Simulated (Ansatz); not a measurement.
Wanted: the native input for an Ansatz 0.2.0 run.

| Property | Result |
| --- | --- |
| Task | relaxation of cell and atoms |
| Functional | PBEsol |
| Potentials or basis | Ansatz PAW |
| Cutoff | 420 eV (not typed: the program's choice for these potentials) |
| k mesh | 8 × 8 × 8 |
| Occupations | fermi-dirac, width 0.05 eV |
| Spin | no spin polarisation |
| Hubbard terms | Cu d U = 2 eV |
| Hubbard projectors | ortho-atomic (the default) |
| Double counting | fll (the default) |

The system is CuCl2.

```
Cu Cl
1.0
    -2.25486    2.25486    6.85990
     2.25486   -2.25486    6.85990
     2.25486    2.25486   -6.85990
Cu Cl
1 2
Cartesian
  0.0000 0.0000 0.0000
  2.2549 0.0000 0.0000
  0.0000 2.2549 0.0000
```

Measurements of this composition are mostly on another form, of space group No. 12.

These files were run (other wordings do the same):

input.yaml

```yaml
crystal:
  lattice:
    - [-2.254859, 2.254859, 6.859903]
    - [2.254859, -2.254859, 6.859903]
    - [2.254859, 2.254859, -6.859903]
  atoms:
    - { symbol: Cu, position: [0.0, 0.0, 0.0] }
    - { symbol: Cl, position: [0.0, 0.5, 0.5] }
    - { symbol: Cl, position: [0.5, 0.0, 0.5] }
hamiltonian:
  xc: pbesol
  pseudopotentials: { kind: paw }
  hubbard: { sites: [{ species: Cu, l: d, u_eff: 2.0 }] }
kpoints:
  mp_grid: { grid: [8, 8, 8] }
scf:
  occupations: { method: fermi_dirac, width: 0.05 }
output:
  forces: true
  stress: true
  eigenvalues: true
relax:
  f_tol: 0.01
  max_steps: 40
  cell: { stress_tol: 0.05 }
```

Potentials or basis: Ansatz PAW.

Launch:

```bash
$ ansatz run input.yaml --threads 2 --pin off --max-ram 5632MiB --backend cpu --events-out ev --progress --plain --runs-dir out
```

It gave:

| Property | Result |
| --- | --- |
| Relaxed volume | 40.94 Å³/atom |
| Relaxed cell | a = 6.939 Å, b = 6.939 Å, c = 6.939 Å, α = 142.53°, β = 142.53°, γ = 54.03° |
| Space group after relaxing (to 0.05 Å) | I4/mmm (No. 139) |
| Energy gained by relaxing | 4.6 meV/atom |
| Ionic steps | 8 |
| Pressure after relaxing | 0.0 GPa |
| Band gap on the k mesh | none (metal or under the smearing width) |

Caveat: the plane-wave basis is chosen anew once the cell has moved, so the energies of steps on either side of that aren't comparable; an odd number of electrons without spin polarisation forces a metal; a magnetic or distorted state may lie lower; the run has no spin polarisation, though such a crystal can be magnetic; U without spin polarisation on a metal has little footing; the PAW data sets come from PBE, with cores solved anew for the run's functional, which leaves a small shift of forces and pressure.

It took 99 s on 2 threads of Intel(R) Xeon(R) Processor @ 2.50GHz (Skylake/Cascade Lake), on a shared host, peak memory 0.61 GiB.
